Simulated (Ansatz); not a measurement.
Hf:

```xyz
2
Lattice="3.1967 0.0000 0.0000 -1.5983 2.7684 0.0000 0.0000 0.0000 5.0578" Properties=species:S:1:pos:R:3 pbc="T T T"
Hf    1.5984    0.9228    3.7934
Hf    0.0000    1.8456    1.2645
```

Base run:

- Program: Ansatz 0.2.0
- Functional: PBE
- Potentials or basis: all-electron LAPW, scalar-relativistic
- Cutoff: 213 eV (chosen from the basis error)
- Basis error allowed: 0.001 eV/atom
- k mesh: 10 × 10 × 5
- Occupations: gaussian, width 0.013 eV
- Spin: no spin polarisation

Its results: pressure 0.7 GPa.

Task: The run is repeated on the same cell with these changes: functional from PBE to RPBE; occupations from gaussian, width 0.013 eV to fermi-dirac, width 0.05 eV. What comes out?

Result: Pressure 3.5 GPa.
